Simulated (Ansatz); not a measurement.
YN: equation of state with PBEsol

Crystal: YN.

```
Y N
1.0
     0.00000    2.43850    2.43850
     2.43850    0.00000    2.43850
     2.43850    2.43850    0.00000
Y N
1 1
Direct
  0.00000 0.00000 0.00000
  0.50000 0.50000 0.50000
```

| Quantity | Value |
| --- | --- |
| Program | Ansatz 0.2.0 |
| Task | equation of state |
| Functional | PBEsol |
| Potentials or basis | Ansatz PAW |
| Cutoff | 420 eV |
| Density cutoff | 1680 eV |
| k mesh | 9 × 9 × 9 |
| Occupations | fermi-dirac, width 0.05 eV |
| Spin | no spin polarisation |

| Property | Result |
| --- | --- |
| Equilibrium volume | 14.32 Å³/atom |
| Bulk modulus | 171 GPa |
| Pressure derivative of the bulk modulus | 4.3 |

Energy against volume, from the lowest point:
```csv
volume (Å³/atom),energy (meV/atom)
13.630,18.80
13.920,5.77
14.210,0.00
14.500,0.82
14.790,7.45
15.080,19.44
15.370,36.13
```

All runs of the series together: 5.6 s on 2 threads of Intel(R) Xeon(R) Platinum 8259CL CPU @ 2.50GHz (Skylake/Cascade Lake) (shared host).
